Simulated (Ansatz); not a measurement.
Calculated with Ansatz (gas phase, PBE0-D4/def2-TZVP geometries, no zero-point term in ΔE). CCSD(T)/CBS is the MP2 limit (def2-TZVPP, def2-QZVPP) plus CCSD(T) − MP2 in def2-TZVPP, frozen cores. This one scheme is used for every species. Functionals use def2-TZVPP. Each species was taken in one conformer, which may not be the lowest.

Reaction (ligand exchange at the Si–O bond): `CC(C)(C)O[Si]Cl` + H–F → `F[Si]Cl` + `CC(C)(C)O`

```tsv
level	ΔE (kcal/mol)
r2SCAN-D4	-6.2
r2SCANh	-7.0
```

Q: What does CCSD(T)/CBS give? (An estimate is asked.)

A: The calculation gave: -5.0 kcal/mol. The listed levels differ from it by -1.2, -2.0 kcal/mol.

Largest T1 diagnostic among the species: 0.014.

In def2-TZVPP, CCSD(T) changes the Hartree–Fock value by +4.6 kcal/mol (the triples alone add +1.0 kcal/mol) and MP2 by +6.1 kcal/mol. The D4 term adds +4.5 kcal/mol with B3LYP and +2.6 kcal/mol with PBE0; it sums over pairs of atoms, weighted by their polarisabilities, and B3LYP, whose exchange is more repulsive, gets the larger term.

B3LYP here is the variant with VWN-RPA as its local correlation; programs differ in this.

CCSD(T)/CBS has its own doubt, a few kJ/mol and more with outer-core shells, so smaller differences from it don't rank the levels.
